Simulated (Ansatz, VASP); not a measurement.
MgO: VASP beside Ansatz

INCAR

```
ALGO = Normal
EDIFF = 1E-6
ENCUT = 520
GGA = PS
ISIF = 2
ISMEAR = 0
LASPH = True
LCHARG = True
LELF = True
LREAL = False
LVHAR = True
LWAVE = False
NBANDS = 11
NELM = 100
PREC = Accurate
SIGMA = 0.05
```

Contents of KPOINTS:

```
k-points
0
Gamma
  10 10 10
```

File POSCAR:

```
MgO
1.0
    0.0000000000      2.1351500000      2.1351500000
    2.1351500000      0.0000000000      2.1351500000
    2.1351500000      2.1351500000      0.0000000000
Mg O
1 1
Direct
    0.0000000000      0.0000000000      0.0000000000
    0.4882912208      0.4882912208      0.5117087792
```

Input for Ansatz:

```yaml
crystal:
  lattice:
    - [0.0, 2.13515, 2.13515]
    - [2.13515, 0.0, 2.13515]
    - [2.13515, 2.13515, 0.0]
  atoms:
    - { symbol: Mg, position: [0.0, 0.0, 0.0] }
    - { symbol: O, position: [0.4882912208, 0.4882912208, 0.5117087792] }
basis:
  ecutwfc: 420
kpoints:
  mp_grid: { grid: [10, 10, 10] }
hamiltonian:
  xc: pbesol
scf:
  occupations: { method: gaussian, width: 0.05 }
output:
  forces: true
  stress: true
  eigenvalues: true
```

Change from the starting cell: all O atoms moved -0.050 Å, as atom 2 along Cartesian [0 0 1].

Alike in both runs: task single point; functional PBEsol; k mesh 10 × 10 × 10; occupations gaussian, width 0.05 eV; no spin polarisation.

```csv
,VASP,Ansatz
version,VASP 6.6.1,Ansatz 0.2.0
potentials or method,"VASP PAW PBE potentials, release 64 (Mg, O)","scalar-relativistic, plane waves, PAW"
plane-wave cutoff (eV),520,420
valence electrons in the cell,8,16
```

|  | VASP | Ansatz | Ansatz less VASP |
| --- | --- | --- | --- |
| gap on the k mesh at the Fermi level (eV) | 4.25 | 4.25 | 0.000 |
| least direct gap on the mesh (eV) | 4.25 | 4.25 | 0.000 |
| pressure (GPa) | -6.1 | -5.6 | +0.56 |
| largest component of the traceless stress (GPa) | 0.51 | 0.50 | -0.006 |
| rms of the force components (eV/Å) | 0.130 | 0.128 | -0.0012 |

Atom by atom the forces differ by 0.001 eV/Å (rms over components). The two sets of potentials don't hold the same shells in valence.

Caveats: the PAW data sets were made with another functional, which shifts forces and pressure a little (VASP).
